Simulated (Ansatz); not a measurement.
# SnSe under changes of volume

One of the cells (26.676 Å³/atom); the others are scaled copies at fixed shape and fractional positions:

```
Sn Se
1.0
    11.42000    0.00000    0.00000
     0.00000    4.19000    0.00000
     0.00000    0.00000    4.46000
Sn Se
4 4
Direct
  0.87700 0.75000 0.90900
  0.62300 0.25000 0.40900
  0.37700 0.75000 0.59100
  0.12300 0.25000 0.09100
  0.64300 0.75000 0.98400
  0.85700 0.25000 0.48400
  0.14300 0.75000 0.51600
  0.35700 0.25000 0.01600
```

| Item | Value |
| --- | --- |
| Program | Ansatz 0.2.0 |
| Functional | PBE |
| Potentials or basis | Ansatz PAW |
| Cutoff | 420 eV (not typed: the program's choice for these potentials) |
| k mesh | 3 × 6 × 6 |
| Occupations | fermi-dirac, width 0.05 eV |
| Spin | no spin polarisation |

```csv
volume (Å³/atom),energy over the lowest point (meV/atom),pressure (GPa),gap on the mesh (eV),largest force (eV/Å)
25.076,51.87,6.4,0.53,0.713
25.609,32.94,5.0,0.53,0.566
26.143,?,?,?,?
26.676,8.78,2.4,0.54,0.311
27.210,2.66,1.3,0.55,0.211
27.743,0.00,0.3,0.57,0.155
28.277,0.46,-0.6,0.59,0.170
```

Question: What does the run at 26.143 Å³/atom give?

Answer: Energy over the lowest point 18.73 meV/atom; pressure 3.6 GPa; gap on the mesh 0.53 eV; largest force 0.431 eV/Å.

Worked out: A Birch-Murnaghan fit of order 3 (a polynomial in V^(-2/3)) to the other rows has its minimum at 27.93 Å³/atom with B0 = V·E''(V) = 47 GPa and B' = 4.4 at fixed shape and positions, which overstates the stiffness. It gives 18.72 meV/atom at 26.143 Å³/atom, against the run's 18.73, and -dE/dV = 3.6 GPa, against 3.6. A parabola through the other rows of the gap, of slope 0.27 eV per unit of ln V there, gives 0.53 eV, against the run's 0.53.

Energies are extrapolated to zero smearing.

Caveats: odd divisions of the mesh miss points on the zone boundary, where band edges often lie, so the gap on the mesh can be too wide; spin-orbit coupling is left out, which moves the levels of the heavy elements; this functional lacks dispersion, which binds the layers, so the pressure and a relaxed spacing across them are unreliable (some runs).

A mesh can miss the band edges.
